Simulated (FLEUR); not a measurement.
# FeO (Wuestite) (Fm-3m) in FLEUR: further runs

One crystal, FeO (Wuestite), is run at these levels: PBEsol+U; tasks: single point.

Everything below comes from runs of FLEUR MaX-R8.1 (later development tree). Logs are shortened: lines on timing, memory, paths and dates and some standing lists are left out, and cuts for length are marked.

**1. Starting point**

Symmetry: Fm-3m, No. 225, cubic system. The conventional cell has a = 4.311 Å, b = 4.311 Å, c = 4.311 Å, α = 90.00°, β = 90.00°, γ = 90.00°. Around Fe (site symmetry m-3m) lie 6 O at 2.16 Å. O (site symmetry m-3m) is surrounded by 6 Fe at 2.16 Å.

**2. Single point, PBEsol+U, collinear spin, ferromagnetic start**

The input, inp.xml:

```xml
<?xml version="1.0" encoding="UTF-8" standalone="no"?>
<fleurInput fleurInputVersion="0.39">
   <comment>
      FeO                                                                                                 
   </comment>
   <calculationSetup>
      <cutoffs Kmax="4.62" Gmax="14.3" GmaxXC="14.3" numbands="0"/>
      <scfLoop itmax="100" minDistance="0.0002" maxIterBroyd="50" imix="Anderson" alpha="0.05" precondParam="0.0" spinf="2.0" sdNocoIR="T"/>
      <coreElectrons ctail="T" frcor="F" kcrel="0" coretail_lmax="0"/>
      <xcFunctional name="PBEs" relativisticCorrections="F"/>
      <magnetism jspins="2"/>
      <soc l_soc="F" theta="0.0" phi="0.0" spav="F"/>
      <expertModes spex="0" secvar="F"/>
      <geometryOptimization l_f="F" forcealpha="1.0" forcemix="BFGS" epsdisp="0.00001" epsforce="0.00001"/>
      <ldaU l_linMix="F" mixParam="0.05" spinf="1.0"/>
   </calculationSetup>
   <cell>
      <bzIntegration valenceElectrons="22.0" mode="hist" fermiSmearingEnergy="0.00183747">
         <kPointListSelection listName="default-1"/>
         <!-- k-points included here -->
         <xi:include xmlns:xi="http://www.w3.org/2001/XInclude" href="kpts.xml"> </xi:include>
      </bzIntegration>
      <!-- symmetry operations included here -->
      <xi:include xmlns:xi="http://www.w3.org/2001/XInclude" href="sym.xml"> </xi:include>
      <bulkLattice scale="1.0">
         <bravaisMatrix>
            <row-1>    0.0000000000000000     4.0731156889628402     4.0731156889628402</row-1>
            <row-2>    4.0731156889628402     0.0000000000000000     4.0731156889628402</row-2>
            <row-3>    4.0731156889628402     4.0731156889628402     0.0000000000000000</row-3>
         </bravaisMatrix>
      </bulkLattice>
   </cell>
   <atomSpecies>
      <species name="Iron (Fe) 3.000" element="Fe" atomicNumber="26">
         <mtSphere radius="2.12" gridPoints="707" logIncrement="0.017"/>
         <atomicCutoffs lmax="9" lnonsphr="9"/>
         <electronConfig flipSpins="F">
            <coreConfig>(1s1/2) (2s1/2) (2p1/2) (2p3/2)</coreConfig>
            <valenceConfig>(3s1/2) (3p1/2) (3p3/2) (4s1/2) (3d3/2) (3d5/2)</valenceConfig>
            <stateOccupation state="(3d3/2)" spinUp="1.5" spinDown="0.9"/>
            <stateOccupation state="(3d5/2)" spinUp="3.0" spinDown="0.6"/>
         </electronConfig>
         <energyParameters s="4" p="4" d="3" f="4"/>
         <ldaU l="2" U="0.0" J="0.0" l_amf="F"/>
         <lo type="SCLO" l="0" n="3" eDeriv="0"/>
         <lo type="SCLO" l="1" n="3" eDeriv="0"/>
         <lo type="SCLO" l="1" n="3" eDeriv="1"/>
         <lo type="SCLO" l="3" n="4" eDeriv="2"/>
      </species>
      <species name="Oxygen (O)" element="O" atomicNumber="8">
         <mtSphere radius="1.62" gridPoints="539" logIncrement="0.02"/>
         <atomicCutoffs lmax="8" lnonsphr="8"/>
         <electronConfig flipSpins="F">
            <coreConfig>(1s1/2)</coreConfig>
            <valenceConfig>(2s1/2) (2p1/2) (2p3/2)</valenceConfig>
            <stateOccupation state="(2p1/2)" spinUp="0.666667" spinDown="0.666667"/>
            <stateOccupation state="(2p3/2)" spinUp="1.333333" spinDown="1.333333"/>
         </electronConfig>
         <energyParameters s="2" p="2" d="3" f="4"/>
         <lo type="SCLO" l="0" n="2" eDeriv="2"/>
         <lo type="SCLO" l="1" n="2" eDeriv="2"/>
         <lo type="SCLO" l="2" n="3" eDeriv="2"/>
      </species>
   </atomSpecies>
   <atomGroups>
      <atomGroup species="Iron (Fe) 3.000">
         <relPos label="                   1">.0000000000 .0000000000 .0000000000</relPos>
         <force calculate="T" relaxXYZ="TTT"/>
      </atomGroup>
      <atomGroup species="Oxygen (O)">
         <relPos label="                   2">1.000/2.000 1.000/2.000 1.000/2.000</relPos>
         <force calculate="T" relaxXYZ="TTT"/>
      </atomGroup>
   </atomGroups>
   <output dos="F" band="F" slice="F">
      <checks vchk="F" cdinf="F"/>
      <bandDOS minEnergy="-.5*Htr" maxEnergy="0.5*Htr" sigma="0.015" storeEVData="T"/>
      <vacuumDOS vacdos="F" integ="F" star="F" nstars="0" locx1="0.0" locy1="0.0" locx2="0.0" locy2="0.0" nstm="0" tworkf="0.0"/>
      <unfoldingBand unfoldBand="F" supercellX="1" supercellY="1" supercellZ="1"/>
      <plotting iplot="0" polar="F">
         <plot TwoD="T" vec1="  1.0  0.0  0.0" vec2="  0.0  1.0  0.0" vec3="  0.0  0.0  1.0" zero="  0.0  0.0  0.0" file="plot"/>
      </plotting>
      <chargeDensitySlicing numkpt="0" minEigenval="0.0" maxEigenval="0.0" nnne="0" pallst="F"/>
      <specialOutput eonly="F"/>
      <moessbauerParams electricFieldGradient="T" isomerShift="T" coreHyperfine="T" valenceHyperfine="T"/>
      <magneticCircularDichroism mcd="F" energyLo="-10.0" energyUp="0.0"/>
   </output>
  <!-- We include the file relax.xml here to enable relaxations (see documentation) -->
  <xi:include xmlns:xi="http://www.w3.org/2001/XInclude" href="relax.xml"> <xi:fallback/> </xi:include>
</fleurInput>
```

The input, crystal.txt:

```
FeO
&input cartesian=F /
0.0000000000  2.1554000000  2.1554000000
2.1554000000  0.0000000000  2.1554000000
2.1554000000  2.1554000000  0.0000000000
1.8897261246
1.0 1.0 1.0

2
26 0.0000000000  0.0000000000  0.0000000000 : 3.000
8 0.5000000000  0.5000000000  0.5000000000

&kpt div1=9 div2=9 div3=9 gamma=T /
```

Potentials or basis: all-electron, FLAPW.

Command:

```bash
$ inpgen -f crystal.txt -profile fastHighL
$ # inp.xml edited to the form shown
$ fleur_MPI
```

Output:

```text
Welcome to FLEUR        (www.flapw.de)
      MaX-Release 8.1          (www.max-centre.eu)

 ========== k-point set info ==========
 Selected k-point list: default-1
 k-point list type: mesh
 9 x 9 x 9
 Number of k points: 35

 ------------Calculation Setup---------------------------
 Number of MPI-tasks      :            1
 Number of PE/node        :            1
 Number of OMP-threads    :            1
 Most efficient MPI parallelization for:
           1           5           7          35
 Additional eigenvalue parallelization possible
 Number of basis functions:          288
 Approximate size of matrices (H+S) per k-point:         0.001 GB
 --------------------------------------------------------
 no density matrix found ... skipping LDA+U
 Reset of history
 Iteration:     1   Distance:      27.27008441 me/bohr^3
 Iteration:     2   Distance:      25.83883873 me/bohr^3
 Iteration:     3   Distance:      24.42463736 me/bohr^3
 Iteration:     4   Distance:      11.98980521 me/bohr^3
 Iteration:     5   Distance:      14.68026988 me/bohr^3
 Iteration:     6   Distance:       5.54932536 me/bohr^3
 Iteration:     7   Distance:       4.11630215 me/bohr^3
 Iteration:     8   Distance:       2.43828092 me/bohr^3
 Iteration:     9   Distance:       2.41560857 me/bohr^3
 Iteration:    10   Distance:       0.48603982 me/bohr^3
 Iteration:    11   Distance:       0.49451255 me/bohr^3
 Iteration:    12   Distance:       0.07140048 me/bohr^3
 Iteration:    13   Distance:       0.05564281 me/bohr^3
 Iteration:    14   Distance:       0.00847440 me/bohr^3
 Iteration:    15   Distance:       0.00069978 me/bohr^3
 Iteration:    16   Distance:       0.00064798 me/bohr^3
 Iteration:    17   Distance:       0.00033684 me/bohr^3
 Iteration:    18   Distance:       0.00030678 me/bohr^3
 Iteration:    19   Distance:       0.00004711 me/bohr^3

 ********************************************************************
 Run finished successfully
 Stop message:
   all done
 ********************************************************************
```

Run time: 42 s. Hardware: 1 thread of Arm Neoverse V1, shared host; peak memory 0.06 GiB.

Results:

```
Free energy                                           : -36644.0950 eV
Band gap on the k mesh                                : none (metal or under the smearing width)
Net moment                                            : 4.00 μB per cell
Site moments                                          : Fe +3.58; O +0.31 μB
Valence electrons inside the program's atomic spheres : Fe 14.16; O 5.18 (radii Fe 2.12, O 1.62 bohr)
```

Eigenvalues of the final occupation matrices:
| site | spin | trace | eigenvalues |
| --- | --- | --- | --- |
| atom type 1 | 1 | 4.67 | 0.92 0.92 0.92 0.96 0.96 |
| atom type 1 | 2 | 1.12 | 0.12 0.12 0.29 0.29 0.29 |

Core levels (eV from the Fermi level):
| atom | levels |
| --- | --- |
| 1 Fe | 1s1/2 -6984.1, 2s1/2 -813.1, 2p1/2 -700.4, 2p3/2 -688.0 |
| 2 O | 1s1/2 -505.5 |

Caveat: a cell with one magnetic atom can't hold antiferromagnetic order, which such compounds often take.

**3. Single point, PBEsol+U, collinear spin, ferromagnetic start**

Changes to inp.xml since step 2:

```diff
@@ -43,3 +43,3 @@
          <energyParameters s="4" p="4" d="3" f="4"/>
-         <ldaU l="2" U="0.0" J="0.0" l_amf="F"/>
+         <ldaU l="2" U="2" J="0.0" l_amf="F"/>
          <lo type="SCLO" l="0" n="3" eDeriv="0"/>
```

crystal.txt is that of step 2.

Potentials or basis: all-electron, FLAPW.

Command:

```bash
$ inpgen -f crystal.txt -profile fastHighL
$ # inp.xml edited to the form shown
$ fleur_MPI
```

Output:

```text
Welcome to FLEUR        (www.flapw.de)
      MaX-Release 8.1          (www.max-centre.eu)

 ========== k-point set info ==========
 Selected k-point list: default-1
 k-point list type: mesh
 9 x 9 x 9
 Number of k points: 35

 ------------Calculation Setup---------------------------
 Number of MPI-tasks      :            1
 Number of PE/node        :            1
 Number of OMP-threads    :            1
 Most efficient MPI parallelization for:
           1           5           7          35
 Additional eigenvalue parallelization possible
 Number of basis functions:          288
 Approximate size of matrices (H+S) per k-point:         0.001 GB
 --------------------------------------------------------
 no density matrix found ... skipping LDA+U
 Reset of history
 Iteration:     1   Distance:      27.27008441 me/bohr^3
 Iteration:     2   Distance:      27.73071670 me/bohr^3
 Iteration:     3   Distance:      26.30320347 me/bohr^3
 Iteration:     4   Distance:      16.51582228 me/bohr^3
 Iteration:     5   Distance:      12.55890406 me/bohr^3
 Iteration:     6   Distance:       4.84659693 me/bohr^3
 Iteration:     7   Distance:       0.94368983 me/bohr^3
 Iteration:     8   Distance:       0.68577494 me/bohr^3
 Iteration:     9   Distance:       0.13908153 me/bohr^3
 Iteration:    10   Distance:       0.12934581 me/bohr^3
 Iteration:    11   Distance:       0.03945825 me/bohr^3
 Iteration:    12   Distance:       0.02636232 me/bohr^3
 Iteration:    13   Distance:       0.00443788 me/bohr^3
 Iteration:    14   Distance:       0.00103841 me/bohr^3
 Iteration:    15   Distance:       0.00037625 me/bohr^3
 Iteration:    16   Distance:       0.00004149 me/bohr^3

 ********************************************************************
 Run finished successfully
 Stop message:
   all done
 ********************************************************************
```

It took 35 s on 1 thread of Arm Neoverse V1, shared host; peak memory 0.06 GiB.

What came out:

```
Free energy                                           : -36642.9801 eV
Band gap on the k mesh                                : none (metal or under the smearing width)
Net moment                                            : 4.00 μB per cell
Site moments                                          : Fe +3.66; O +0.27 μB
Valence electrons inside the program's atomic spheres : Fe 14.14; O 5.19 (radii Fe 2.12, O 1.62 bohr)
```

Levels at points of the mesh, in eV from the Fermi level:
Spin up:
```
           k point  band 11  band 12  band 13  band 14  band 15  band 16
(0.00, 0.00, 0.00)    -4.08    -4.08    -4.08    -0.32    14.76    16.91
```
Spin down:
```csv
k point,band 5,band 6,band 7,band 8,band 9,band 10,band 11,band 12,band 13,band 14
"(0.00, 0.00, 0.00)",-20.46,-3.57,-3.57,-3.57,-0.72,-0.72,-0.72,0.41,0.53,0.53
```

Eigenvalues of the final occupation matrices:
```csv
site,spin,trace,eigenvalues
atom type 1,1,4.70,0.93 0.93 0.93 0.96 0.96
atom type 1,2,1.08,0.10 0.10 0.29 0.29 0.29
```

Core levels (eV from the Fermi level):
| atom | levels |
| --- | --- |
| 1 Fe | 1s1/2 -6984.4, 2s1/2 -813.5, 2p1/2 -700.8, 2p3/2 -688.4 |
| 2 O | 1s1/2 -505.6 |

Caveat: a cell with one magnetic atom can't hold antiferromagnetic order, which such compounds often take. The state reached can hang on the start; a lower one may exist.

[end of part 1 of 2]
